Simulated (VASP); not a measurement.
# Zr (Im-3m) in VASP: a series of runs, part 2 of 2

VASP 6.6.1.

### 3 Relaxation of cell and atoms, PBEsol

File INCAR:

```
SYSTEM = Zr
PREC     = Accurate       ! precision mode
ENCUT    = 600            ! plane-wave cutoff, eV
EDIFF    = 1E-7           ! SCF threshold, eV
ISMEAR   = 0              ! smearing method
SIGMA    = 0.1            ! smearing width, eV
LREAL    = .False.        ! projectors in reciprocal space
LASPH    = .True.         ! aspherical terms in the spheres
NELM     = 100            ! most SCF steps
ALGO     = Normal         ! electronic algorithm
ISIF     = 3              ! what is computed and relaxed
LWAVE    = .False.        ! write WAVECAR
LCHARG   = .False.        ! write CHGCAR
GGA      = PS             ! functional
IBRION   = 2              ! ionic algorithm
NSW      = 90             ! ionic steps
EDIFFG   = -0.005         ! ionic threshold
```

File KPOINTS:

```
regular mesh
0
Gamma
  6 6 6
  0 0 0
```

File POSCAR:

```
Zr
1.0
   -1.7908472700      1.7908472700      1.7908472700
    1.7908472700     -1.7908472700      1.7908472700
    1.7908472700      1.7908472700     -1.7908472700
Zr
1
Direct
    0.0000000000      0.0000000000      0.0000000000
```

Potentials or basis: VASP PAW PBE potentials, release 64 (Zr_sv).

On the command line:

```sh
$ cat potpaw_PBE.64/Zr_sv/POTCAR > POTCAR
$ mpirun -np 1 vasp_std > vasp.out
```

OUTCAR:

```text
SYSTEM = Zr
   PREC = Accurate
   ENCUT = 600
   EDIFF = 1E-7
   ISMEAR = 0
   LREAL = .False.
   LASPH = .True.
   NELM = 100
   ISIF = 3
   GGA = PS
   IBRION = 2
   NSW = 90
   EDIFFG = -0.005

 ion  position               nearest neighbor table
   1  0.000  0.000  0.000-

  LATTYP: Found a body centered cubic cell.
 ALAT       =     3.5816945400

  Lattice vectors:

 A1 = (  -1.7908472700,   1.7908472700,   1.7908472700)
 A2 = (   1.7908472700,  -1.7908472700,   1.7908472700)
 A3 = (   1.7908472700,   1.7908472700,  -1.7908472700)

Analysis of symmetry for initial positions (statically):
=====================================================================
 Subroutine PRICEL returns:
 Original cell was already a primitive cell.

 Routine SETGRP: Setting up the symmetry group for a
 body centered cubic supercell.
[... 205 lines left out ...]
      1     -38.1925      2.00000
      2     -15.5073      2.00000
      3     -15.5073      2.00000
      4     -15.5073      2.00000
      5       4.4491      2.00000
      6      11.1557      0.00000
      7      11.1557      0.00000
      8      11.1557      0.00000
      9      13.9925      0.00000
     10      13.9925      0.00000
[... 332 lines left out ...]
--------------------------------------- Ionic step        6  -------------------------------------------

 number of electron      12.0000000 magnetization

 Free energy of the ion-electron system (eV)
  ---------------------------------------------------
  ext. energy  EPLUGINS =         0.00000000
  ---------------------------------------------------
  free energy    TOTEN  =        -9.01891400 eV

  energy without entropy =       -9.01055194  energy(sigma->0) =       -9.01473297

 E-fermi :   9.3896     XC(G=0): -11.5226

 val. band max:        9.3496825795   @ k =   0.5000   0.5000   0.1667
 cond. band min:       9.4317149164   @ k =   0.1667   0.1667   0.0000
 fundamental gap:      0.0820323369
 Fermi energy:         9.3895720428

 k-point     1 :       0.0000    0.0000    0.0000
  band No.  band energies     occupation
      1     -38.8957      2.00000
      2     -16.3156      2.00000
      3     -16.3156      2.00000
      4     -16.3156      2.00000
      5       3.8851      2.00000
      6      10.5150      0.00000
      7      10.5150      0.00000
      8      10.5150      0.00000
      9      13.1989      0.00000
     10      13.1989      0.00000
[... 221 lines left out ...]
  FREE ENERGIE OF THE ION-ELECTRON SYSTEM (eV)
  ---------------------------------------------------
  free  energy   TOTEN  =        -9.0189139980 eV

  energy  without entropy=       -9.0105519424  energy(sigma->0) =       -9.01473297

 reached required accuracy - stopping structural energy minimisation
```

OSZICAR:

```text
N       E                     dE             d eps       ncg     rms          rms(c)
DAV:   1     0.101713399029E+03    0.10171E+03   -0.75187E+03   320   0.133E+03
DAV:   2    -0.579164421574E+01   -0.10751E+03   -0.10575E+03   344   0.323E+02
DAV:   3    -0.929633374215E+01   -0.35047E+01   -0.34649E+01   438   0.526E+01
[... 52 lines left out ...]
DAV:   2    -0.901891566639E+01    0.43964E-04   -0.10486E-04   376   0.120E-01    0.164E-02
DAV:   3    -0.901891058682E+01    0.50796E-05   -0.39361E-05   430   0.562E-02    0.126E-02
DAV:   4    -0.901891230174E+01   -0.17149E-05   -0.10263E-06   418   0.972E-03    0.582E-03
DAV:   5    -0.901891390422E+01   -0.16025E-05   -0.17197E-06   418   0.814E-03    0.123E-03
DAV:   6    -0.901891399804E+01   -0.93824E-07   -0.16476E-08   178   0.157E-03
   6 F= -.90189140E+01 E0= -.90147330E+01  d E =-.392917E-05
```

CONTCAR:

```text
Zr
   1.00000000000000
    -1.7571994214443563    1.7571994214443563    1.7571994214443563
     1.7571994214443563   -1.7571994214443563    1.7571994214443563
     1.7571994214443563    1.7571994214443563   -1.7571994214443563
  Zr
     1
Direct
     1.0000000000000000    0.0000000000000000    1.0000000000000000

  0.00000000E+00  0.00000000E+00  0.00000000E+00
```

It took 29 s on 1 thread of Intel Xeon Platinum 8259CL at 2.50GHz (Skylake/Cascade Lake), shared host; peak memory 0.16 GiB.

What came out:

```
Free energy                            : -9.0189 eV
Relaxed volume                         : 21.70 Å³/atom
Relaxed cell                           : a = 3.044 Å, b = 3.044 Å, c = 3.044 Å, α = 109.47°, β = 109.47°, γ = 109.47°
Space group after relaxing (to 0.05 Å) : Im-3m (No. 229)
Energy gained by relaxing              : 21.6 meV/atom
Ionic steps                            : 6
Pressure after relaxing                : 0.0 GPa
Band gap on the k mesh                 : none (metal or under the smearing width)
```

Step by step:
```
step  energy change (eV)  largest force (eV/Å)  pressure (GPa)  volume (Å³)
   1              0.0000                0.0000           -5.19        22.97
   2             -0.0020                0.0000            5.85        20.59
   3             -0.0216                0.0000           -0.04        21.71
   4             -0.0216                0.0000            0.08        21.69
   5             -0.0216                0.0000           -0.06        21.72
   6             -0.0216                0.0000            0.00        21.70
```

Final structure:
```cif
data_structure
_symmetry_space_group_name_H-M 'P 1'
_symmetry_Int_Tables_number 1
_cell_length_a 3.0436
_cell_length_b 3.0436
_cell_length_c 3.0436
_cell_angle_alpha 109.471
_cell_angle_beta 109.471
_cell_angle_gamma 109.471
_cell_volume 21.70
loop_
_atom_site_label
_atom_site_type_symbol
_atom_site_fract_x
_atom_site_fract_y
_atom_site_fract_z
_atom_site_occupancy
Zr1 Zr 0.00000 0.00000 0.00000 1
```

Caveat: the k mesh is coarse (spacing up to 0.41 Å⁻¹), so the values aren't converged; the PAW data sets were made with another functional, which shifts forces and pressure a little.

### 4 Single point, PBEsol

File INCAR:

```
SYSTEM = Zr
PREC = Accurate ; ENCUT = 520
EDIFF = 1E-6 ; ISMEAR = 0
SIGMA = 0.1 ; LREAL = .FALSE.
LASPH = .TRUE. ; NELM = 100
ALGO = Normal ; ISIF = 2
LWAVE = .FALSE. ; LCHARG = .FALSE.
GGA = PS
```

File KPOINTS:

```
Automatic mesh
0
G
  16 16 16
  0 0 0
```

POSCAR is that of step 3.

On the command line:

```sh
$ cat potpaw_PBE.64/Zr_sv/POTCAR > POTCAR
$ mpirun -np 1 vasp_std > vasp.out
```

Wall time 18 s (1 thread of Intel Xeon Platinum 8259CL at 2.50GHz (Skylake/Cascade Lake), shared host); peak memory 0.16 GiB.

The run converged. Its results:

| Quantity | Value |
| --- | --- |
| Free energy | -9.0036 eV |
| Pressure | -4.3 GPa |
| Band gap on the k mesh | none (metal or under the smearing width) |

Levels at points of the mesh, in eV from the Fermi level:
```csv
k point,band 4,band 5,band 6,band 7,band 8,band 9
"(0.00, 0.00, 0.00)",-25.87,-5.40,1.13,1.13,1.13,3.65
"(0.50, 0.00, 0.00)",-25.88,-2.82,-0.69,1.66,3.64,4.33
"(0.50, 0.50, 0.50)",-26.57,-2.58,-2.58,5.75,5.75,5.75
```

Caveat: the PAW data sets were made with another functional, which shifts forces and pressure a little.

### 5 Summary

```tsv
task	cell	k mesh	cutoff (eV)	mesh quality	gap on the mesh (eV)	pressure (GPa)	relaxed volume (Å³/atom)
relaxation of cell and atoms	relaxed	16 × 16 × 16	300	not flagged	none	0.0	21.66
relaxation of cell and atoms	relaxed	6 × 6 × 6	600	coarse	none	0.0	21.70
single point	as given	16 × 16 × 16	520	not flagged	none	-4.3	-
```

Alike in all rows: level PBEsol; potentials or basis VASP PAW PBE potentials, release 64 (Zr_sv); no spin polarisation; smearing gaussian 0.1 eV.

Caveats: some runs use coarse meshes; the PAW data sets were made with another functional, which shifts forces and pressure a little.

Absolute energies hang on the potentials; compare differences alone.
